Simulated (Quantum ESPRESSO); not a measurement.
PtS2:

```xyz
3
Lattice="3.5432 0.0000 0.0000 -1.7716 3.0685 0.0000 0.0000 0.0000 5.0388" Properties=species:S:1:pos:R:3 pbc="T T T"
Pt    0.0000    0.0000    0.0000
S     1.7716    1.0228    3.8950
S     0.0000    2.0457    1.1438
```

Base run:

| Item | Value |
| --- | --- |
| Program | Quantum ESPRESSO 7.5 |
| Functional | WC |
| Potentials or basis | GBRV 1.5 PBE |
| Cutoff | 612 eV |
| Density cutoff | 4898 eV |
| k mesh | 8 × 8 × 4, shifted |
| Occupations | fermi-dirac, width 0.05 eV |
| Spin | no spin polarisation |

Its results: pressure 7.1 GPa; largest force 1.081 eV/Å; electronic dielectric tensor (diagonal) 18.97, 18.97, 9.51.

The run is repeated on the same cell with these changes: functional from WC to AM05. What comes out?

Pressure 6.1 GPa; largest force 0.803 eV/Å; electronic dielectric tensor (diagonal) 18.68, 18.68, 9.23.

Caveats: the potentials were made for another functional, which shifts forces and pressure; the cell is more than 3 GPa from zero pressure, which shifts response properties.
